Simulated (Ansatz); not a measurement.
## V: strain energy, fitted

V, Fm-3m, a = 3.817 Å. This isn't the element's structure at ambient conditions. Ansatz: PBE, PAW, 420 eV, Γ-centred 16×16×12 mesh on 2 atoms, Gaussian smearing 0.10 eV; no spin polarisation. Series: equal strain along all axes, cell held, atoms fixed by symmetry; x is the strain in per cent. y is the free energy over the unstrained cell, V0 = 13.898 Å³/atom.

```tsv
x (%)	y (meV/atom)
-6.0	?
-4.0	123.94
-2.0	29.33
0.0	0.00
2.0	25.94
4.0	98.20
6.0	208.84
```

Fit y = c2 x² + c3 x³ to the other rows, turn c2 into a modulus, and predict the missing energy.

Least squares on the rows shown. y = 6.9581 x² − 0.19411 x³. In eV per unit strain² c2 is 69.58; the stiffness is B for this strain (E = 9/2 B V0 ε², shape held): 2 × 69.58 × 160.2 / (9 × 13.898) = 178 GPa. At x = -6.0 the fit asked for gives 292.42 meV/atom. The run gave 295.07 meV/atom, so the fit is 2.65 meV/atom too low, 0.9 % of the span of the series, against an rms of 0.38 meV/atom on the fitted rows. The row lies outside the fitted range. With a term in x⁴ added, a fit to the same known rows predicts 295.75 meV/atom, so most of the miss is curvature that the known rows already hold.